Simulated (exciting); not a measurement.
# ZrN (Fm-3m) in exciting: reference runs

Reference runs on ZrN: the cell as given, then over a range of volumes.

All numbers are computed with exciting (release sodium); they aren't measurements. Logs are shortened: lines on timing, memory, paths and dates and some standing lists are left out, and cuts for length are marked.

## Step 1: The structure

The structure is cubic, space group Fm-3m (No. 225). The conventional cell has a = 4.600 Å, b = 4.600 Å, c = 4.600 Å, α = 90.00°, β = 90.00°, γ = 90.00°. Zr (site symmetry m-3m) has 6 N at 2.30 Å as nearest neighbours. N (site symmetry m-3m) has 6 Zr at 2.30 Å as nearest neighbours.

## Step 2: Single point, PBE

input.xml reads:

```xml
<input>
  <title>ZrN</title>
  <structure speciespath="./" tshift="false">
    <crystal scale="1">
      <basevect>0.000000000000 4.346370086639 4.346370086639</basevect>
      <basevect>4.346370086639 0.000000000000 4.346370086639</basevect>
      <basevect>4.346370086639 4.346370086639 0.000000000000</basevect>
    </crystal>
    <species speciesfile="Zr.xml" rmt="2.3">
      <atom coord="0.500000000000 0.500000000000 0.500000000000"/>
    </species>
    <species speciesfile="N.xml" rmt="1.45">
      <atom coord="0.000000000000 0.000000000000 0.000000000000"/>
    </species>
  </structure>
  <groundstate do="fromscratch" ngridk="10 10 10" rgkmax="7.5" gmaxvr="14" lmaxapw="10" lmaxmat="10" lmaxvr="8" xctype="GGA_PBE" stype="Fermi Dirac" swidth="0.00183747" nempty="14" ValenceRelativity="iora*" epsengy="1e-05" epspot="1e-05" maxscl="60" tforce="true" outputlevel="normal"/>
  <properties>
    <chargedensityplot>
      <plot3d>
        <box grid="17 17 17">
          <origin coord="0 0 0"/>
          <point coord="1 0 0"/>
          <point coord="0 1 0"/>
          <point coord="0 0 1"/>
        </box>
      </plot3d>
    </chargedensityplot>
    <elfplot>
      <plot3d>
        <box grid="17 17 17">
          <origin coord="0 0 0"/>
          <point coord="1 0 0"/>
          <point coord="0 1 0"/>
          <point coord="0 0 1"/>
        </box>
      </plot3d>
    </elfplot>
    <exccplot>
      <plot3d>
        <box grid="17 17 17">
          <origin coord="0 0 0"/>
          <point coord="1 0 0"/>
          <point coord="0 1 0"/>
          <point coord="0 0 1"/>
        </box>
      </plot3d>
    </exccplot>
  </properties>
</input>
```

Potentials or basis: all-electron LAPW+lo, shipped species files, valence relativity iora*.

Launch:

```console
> OMP_NUM_THREADS=1 exciting_smp
```

INFO.OUT:

```text
================================================================================
EXCITING SODIUM started
[... 10 lines left out ...]

 Lattice vectors (cartesian) :
      0.0000000000      4.3463700866      4.3463700866
      4.3463700866      0.0000000000      4.3463700866
      4.3463700866      4.3463700866      0.0000000000

 Reciprocal lattice vectors (cartesian) :
     -0.7228083644      0.7228083644      0.7228083644
      0.7228083644     -0.7228083644      0.7228083644
      0.7228083644      0.7228083644     -0.7228083644

 Unit cell volume                           :     164.2139715916
 Brillouin zone volume                      :       1.5105305050

 Species :    1 (Zr)
     parameters loaded from                 :    Zr.xml
     name                                   :    zirconium
     nuclear charge                         :     -40.00000000
     electronic charge                      :      40.00000000
     atomic mass                            :  166291.17910000
     muffin-tin radius                      :       2.30000000
     # of radial points in muffin-tin       :     400

     atomic positions (lattice) :
       1 :   0.50000000  0.50000000  0.50000000

 Species :    2 (N)
     parameters loaded from                 :    N.xml
     name                                   :    nitrogen
     nuclear charge                         :      -7.00000000
     electronic charge                      :       7.00000000
     atomic mass                            :   25532.72506000
     muffin-tin radius                      :       1.45000000
     # of radial points in muffin-tin       :     250

     atomic positions (lattice) :
       1 :   0.00000000  0.00000000  0.00000000

 Total number of atoms per unit cell        :       2

 Spin treatment                             :    spin-unpolarised

 Number of Bravais lattice symmetries       :      48
 Number of crystal symmetries               :      48

 k-point grid                               :      10   10   10
 Total number of k-points                   :      47
 k-point set is reduced with crystal symmetries

 R^MT_min * |G+k|_max (rgkmax)              :       7.50000000
 Species with R^MT_min                      :       2 (N)
 Maximum |G+k| for APW functions            :       5.17241379
 Maximum |G| for potential and density      :      14.00000000

 G-vector grid sizes                        :      30    30    30
 Total number of G-vectors                  :    7631

 Maximum angular momentum used for
     APW functions                          :      10
     computing H and O matrix elements      :      10
     potential and density                  :       8
     inner part of muffin-tin               :       2

 Total nuclear charge                       :     -47.00000000
 Total electronic charge                    :      47.00000000
 Total core charge                          :      30.00000000
 Total valence charge                       :      17.00000000

 Number of empty states                     :      14
 Total number of valence states             :      23

 Maximum Hamiltonian size                   :     409
 Maximum number of plane-waves              :     392
 Total number of local-orbitals             :      17

 Exchange-correlation type                  :      20
[... 23 lines left out ...]
+ SCF iteration number :    1                                                  +
++++++++++++++++++++++++++++++++++++++++++++++++++++++++++++++++++++++++++++++++
 Total energy                               :     -3649.95938721
 _______________________________________________________________
 Fermi energy                               :         0.48097587
 Kinetic energy                             :      3777.33448204
 Coulomb energy                             :     -7305.86018309
 Exchange energy                            :      -119.14142189
 Correlation energy                         :        -2.29226428

 DOS at Fermi energy (states/Ha/cell)       :        11.95975438

 Electron charges :
[... 30 lines left out ...]
                  atom     2     N          :         5.54594952
     total charge in muffin-tins            :        42.75667580
     total charge                           :        47.00000000
[... 383 lines left out ...]
++++++++++++++++++++++++++++++++++++++++++++++++++++++++++++++++++++++++++++++++
+ SCF iteration number :   16                                                  +
++++++++++++++++++++++++++++++++++++++++++++++++++++++++++++++++++++++++++++++++
 Total energy                               :     -3654.10462760
 _______________________________________________________________
 Fermi energy                               :         0.50614993
 Kinetic energy                             :      3773.66381352
 Coulomb energy                             :     -7306.47529704
 Exchange energy                            :      -118.98510619
 Correlation energy                         :        -2.30803789

 DOS at Fermi energy (states/Ha/cell)       :        22.18446844

 Electron charges :
     core                                   :        30.00000000
     core leakage                           :         0.00003159
     valence                                :        17.00000000
     interstitial                           :         4.25756561
     charge in muffin-tin spheres :
                  atom     1    Zr          :        37.29402887
                  atom     2     N          :         5.44840552
     total charge in muffin-tins            :        42.74243439
     total charge                           :        47.00000000

 RMS change in effective potential (target) :  0.877431E-07  ( 0.100000E-04)
 Absolute change in total energy   (target) :  0.461375E-05  ( 0.100000E-04)
 Charge distance                   (target) :  0.586306E-08  ( 0.100000E-04)
 Abs. change in max-nonIBS-force   (target) :   0.00000      ( 0.500000E-04)

++++++++++++++++++++++++++++++++++++++++++++++++++++++++++++++++++++++++++++++++
| Convergency criteria checked for the last 2 iterations                       +
| Convergence targets achieved. Performing final SCF iteration                 +
++++++++++++++++++++++++++++++++++++++++++++++++++++++++++++++++++++++++++++++++
 Total energy                               :     -3654.10462810
 _______________________________________________________________
 Fermi energy                               :         0.50614993
 Kinetic energy                             :      3773.66381310
 Coulomb energy                             :     -7306.47529712
 Exchange energy                            :      -118.98510619
 Correlation energy                         :        -2.30803789

 DOS at Fermi energy (states/Ha/cell)       :        22.18446716

 Electron charges :
     core                                   :        30.00000000
     core leakage                           :         0.00003159
     valence                                :        17.00000000
     interstitial                           :         4.25756563
     charge in muffin-tin spheres :
                  atom     1    Zr          :        37.29402890
                  atom     2     N          :         5.44840548
     total charge in muffin-tins            :        42.74243437
     total charge                           :        47.00000000

++++++++++++++++++++++++++++++++++++++++++++++++++++++++++++++++++++++++++++++++
+ Self-consistent loop stopped                                                 +
++++++++++++++++++++++++++++++++++++++++++++++++++++++++++++++++++++++++++++++++
 STATE.OUT is written

--------------------------------------------------------------------------------
- Writing atomic positions and forces                                          -
--------------------------------------------------------------------------------

 Atomic positions (lattice) :
 atom     1  Zr  :     0.50000000    0.50000000    0.50000000
 atom     2   N  :     0.00000000    0.00000000    0.00000000

 Total atomic forces including IBS (cartesian) :
 atom     1  Zr  :     0.00000000    0.00000000    0.00000000
 atom     2   N  :    -0.00000000   -0.00000000   -0.00000000

 Atomic force components including IBS (cartesian) :
 atom     1  Zr  :     0.00000000   -0.00000000    0.00000000   HF force
                 :    -0.00000000    0.00000000    0.00000000   core correction
                 :     0.00000000    0.00000000    0.00000000   IBS correction
 atom     2   N  :    -0.00000000    0.00000000   -0.00000000   HF force
                 :     0.00000000   -0.00000000   -0.00000000   core correction
                 :    -0.00000000   -0.00000000   -0.00000000   IBS correction

********************************************************************************
[... 7 lines left out ...]
| EXCITING SODIUM stopped                                                      =
================================================================================
```

Run time: 3.1 min. Hardware: 1 thread of Arm Neoverse V1, shared host; peak memory 0.13 GiB.

What came out:

```
Free energy                                       : -99433.2588 eV
Band gap on the k mesh                            : none (metal or under the smearing width)
All electrons inside the program's atomic spheres : Zr 37.29; N 5.45 (radii Zr 2.3, N 1.45 bohr)
```

Caveat: the log's total energy holds no entropy term; the free energy is that total less TS from the occupations.

## Step 3: Equation of state, PBE, 11.44 Å³/atom (volume scaled by 0.94)

input.xml reads:

```xml
<input>
  <title>ZrN</title>
  <structure speciespath="./" tshift="false">
    <crystal scale="1">
      <basevect>0.000000000000 4.257643760122 4.257643760122</basevect>
      <basevect>4.257643760122 0.000000000000 4.257643760122</basevect>
      <basevect>4.257643760122 4.257643760122 0.000000000000</basevect>
    </crystal>
    <species speciesfile="Zr.xml" rmt="2.3">
      <atom coord="0.500000000000 0.500000000000 0.500000000000"/>
    </species>
    <species speciesfile="N.xml" rmt="1.45">
      <atom coord="0.000000000000 0.000000000000 0.000000000000"/>
    </species>
  </structure>
  <groundstate do="fromscratch" ngridk="10 10 10" rgkmax="7.5" gmaxvr="14" lmaxapw="10" lmaxmat="10" lmaxvr="8" xctype="GGA_PBE" stype="Fermi Dirac" swidth="0.00183747" nempty="14" ValenceRelativity="iora*" epsengy="1e-05" epspot="1e-05" maxscl="60" outputlevel="normal"/>
</input>
```

Potentials or basis: all-electron LAPW+lo, shipped species files, valence relativity iora*.

Launch:

```console
> OMP_NUM_THREADS=1 exciting_smp
```

It took 2.7 min on 1 thread of Arm Neoverse V1, shared host; peak memory 0.12 GiB.

It converged, with:

```yaml
Free_energy: -99433.1895 eV
Band_gap_on_the_k_mesh: none (metal or under the smearing width)
All_electrons_inside_the_program's_atomic_spheres: Zr 37.38; N 5.49 (radii Zr 2.3, N 1.45 bohr)
```

Caveat: the log's total energy holds no entropy term; the free energy is that total less TS from the occupations.

## Step 4: Equation of state, PBE, 11.68 Å³/atom (volume scaled by 0.96)

Edit input.xml of step 3 so:

```diff
@@ -4,5 +4,5 @@
     <crystal scale="1">
-      <basevect>0.000000000000 4.257643760122 4.257643760122</basevect>
-      <basevect>4.257643760122 0.000000000000 4.257643760122</basevect>
-      <basevect>4.257643760122 4.257643760122 0.000000000000</basevect>
+      <basevect>0.000000000000 4.287628154902 4.287628154902</basevect>
+      <basevect>4.287628154902 0.000000000000 4.287628154902</basevect>
+      <basevect>4.287628154902 4.287628154902 0.000000000000</basevect>
     </crystal>
```

Launch:

```console
> OMP_NUM_THREADS=1 exciting_smp
```

Wall time 2.7 min (1 thread of Arm Neoverse V1, shared host); peak memory 0.13 GiB.

The run converged. Its results:

* Free energy: -99433.2306 eV
* Band gap on the k mesh: none (metal or under the smearing width)
* All electrons inside the program's atomic spheres: Zr 37.35; N 5.48 (radii Zr 2.3, N 1.45 bohr)

Caveat: the log's total energy holds no entropy term; the free energy is that total less TS from the occupations.

## Step 5: Equation of state, PBE, 11.92 Å³/atom (volume scaled by 0.98)

Edit input.xml of step 4 so:

```diff
@@ -4,5 +4,5 @@
     <crystal scale="1">
-      <basevect>0.000000000000 4.287628154902 4.287628154902</basevect>
-      <basevect>4.287628154902 0.000000000000 4.287628154902</basevect>
-      <basevect>4.287628154902 4.287628154902 0.000000000000</basevect>
+      <basevect>0.000000000000 4.317198938710 4.317198938710</basevect>
+      <basevect>4.317198938710 0.000000000000 4.317198938710</basevect>
+      <basevect>4.317198938710 4.317198938710 0.000000000000</basevect>
     </crystal>
```

Launch:

```console
> OMP_NUM_THREADS=1 exciting_smp
```

Wall time 2.8 min (1 thread of Arm Neoverse V1, shared host); peak memory 0.13 GiB.

It converged, with:

| Item | Value |
| --- | --- |
| Free energy | -99433.2530 eV |
| Band gap on the k mesh | none (metal or under the smearing width) |
| All electrons inside the program's atomic spheres | Zr 37.32; N 5.46 (radii Zr 2.3, N 1.45 bohr) |

Caveat: the log's total energy holds no entropy term; the free energy is that total less TS from the occupations.

## Step 6: Equation of state, PBE, 12.17 Å³/atom

Edit input.xml of step 5 so:

```diff
@@ -4,5 +4,5 @@
     <crystal scale="1">
-      <basevect>0.000000000000 4.317198938710 4.317198938710</basevect>
-      <basevect>4.317198938710 0.000000000000 4.317198938710</basevect>
-      <basevect>4.317198938710 4.317198938710 0.000000000000</basevect>
+      <basevect>0.000000000000 4.346370086639 4.346370086639</basevect>
+      <basevect>4.346370086639 0.000000000000 4.346370086639</basevect>
+      <basevect>4.346370086639 4.346370086639 0.000000000000</basevect>
     </crystal>
```

Potentials or basis: all-electron LAPW+lo, shipped species files, valence relativity iora*.

Launch:

```console
> OMP_NUM_THREADS=1 exciting_smp
```

It took 2.8 min on 1 thread of Arm Neoverse V1, shared host; peak memory 0.13 GiB.

Results (log left out):

- Free energy: -99433.2588 eV
- Band gap on the k mesh: none (metal or under the smearing width)
- All electrons inside the program's atomic spheres: Zr 37.29; N 5.45 (radii Zr 2.3, N 1.45 bohr)

Caveat: the log's total energy holds no entropy term; the free energy is that total less TS from the occupations.

## Step 7: Equation of state, PBE, 12.41 Å³/atom (volume scaled by 1.02)

Edit input.xml of step 6 so:

```diff
@@ -4,5 +4,5 @@
     <crystal scale="1">
-      <basevect>0.000000000000 4.346370086639 4.346370086639</basevect>
-      <basevect>4.346370086639 0.000000000000 4.346370086639</basevect>
-      <basevect>4.346370086639 4.346370086639 0.000000000000</basevect>
+      <basevect>0.000000000000 4.375154833386 4.375154833386</basevect>
+      <basevect>4.375154833386 0.000000000000 4.375154833386</basevect>
+      <basevect>4.375154833386 4.375154833386 0.000000000000</basevect>
     </crystal>
```

Launch:

```console
> OMP_NUM_THREADS=1 exciting_smp
```

Run time: 3.2 min. Hardware: 1 thread of Arm Neoverse V1, shared host; peak memory 0.13 GiB.

The run converged. Its results:

```yaml
Free_energy: -99433.2496 eV
Band_gap_on_the_k_mesh: none (metal or under the smearing width)
All_electrons_inside_the_program's_atomic_spheres: Zr 37.27; N 5.44 (radii Zr 2.3, N 1.45 bohr)
```

Caveat: the log's total energy holds no entropy term; the free energy is that total less TS from the occupations.

## Step 8: Equation of state, PBE, 12.65 Å³/atom (volume scaled by 1.04)

Edit input.xml of step 7 so:

```diff
@@ -4,5 +4,5 @@
     <crystal scale="1">
-      <basevect>0.000000000000 4.375154833386 4.375154833386</basevect>
-      <basevect>4.375154833386 0.000000000000 4.375154833386</basevect>
-      <basevect>4.375154833386 4.375154833386 0.000000000000</basevect>
+      <basevect>0.000000000000 4.403565725787 4.403565725787</basevect>
+      <basevect>4.403565725787 0.000000000000 4.403565725787</basevect>
+      <basevect>4.403565725787 4.403565725787 0.000000000000</basevect>
     </crystal>
```

Launch:

```console
> OMP_NUM_THREADS=1 exciting_smp
```

It took 3.2 min on 1 thread of Arm Neoverse V1, shared host; peak memory 0.13 GiB.

It converged, with:

| Quantity | Value |
| --- | --- |
| Free energy | -99433.2270 eV |
| Band gap on the k mesh | none (metal or under the smearing width) |
| All electrons inside the program's atomic spheres | Zr 37.24; N 5.42 (radii Zr 2.3, N 1.45 bohr) |

Caveat: the log's total energy holds no entropy term; the free energy is that total less TS from the occupations.

## Step 9: Equation of state, PBE, 12.90 Å³/atom (volume scaled by 1.06)

Edit input.xml of step 8 so:

```diff
@@ -4,5 +4,5 @@
     <crystal scale="1">
-      <basevect>0.000000000000 4.403565725787 4.403565725787</basevect>
-      <basevect>4.403565725787 0.000000000000 4.403565725787</basevect>
-      <basevect>4.403565725787 4.403565725787 0.000000000000</basevect>
+      <basevect>0.000000000000 4.431614671384 4.431614671384</basevect>
+      <basevect>4.431614671384 0.000000000000 4.431614671384</basevect>
+      <basevect>4.431614671384 4.431614671384 0.000000000000</basevect>
     </crystal>
```

Potentials or basis: all-electron LAPW+lo, shipped species files, valence relativity iora*.

Launch:

```console
> OMP_NUM_THREADS=1 exciting_smp
```

It took 3.5 min on 1 thread of Arm Neoverse V1, shared host; peak memory 0.13 GiB.

The run converged. Its results:

* Free energy: -99433.1923 eV
* Band gap on the k mesh: none (metal or under the smearing width)
* All electrons inside the program's atomic spheres: Zr 37.22; N 5.41 (radii Zr 2.3, N 1.45 bohr)

Caveat: the log's total energy holds no entropy term; the free energy is that total less TS from the occupations.

## Step 10: Equation of state, PBE

Potentials or basis: all-electron LAPW+lo, shipped species files, valence relativity iora*.

No new run: the results of the series are fitted here.

What came out:

```yaml
Equilibrium_volume: 12.13 Å³/atom
Bulk_modulus: 249 GPa
Pressure_derivative_of_the_bulk_modulus: 4.4
```

Energy against volume, from the lowest point:
```
volume (Å³/atom)  energy (meV/atom)
          11.437              34.63
          11.680              14.10
          11.924               2.91
          12.167               0.00
          12.410               4.61
          12.654              15.91
          12.897              33.24
```
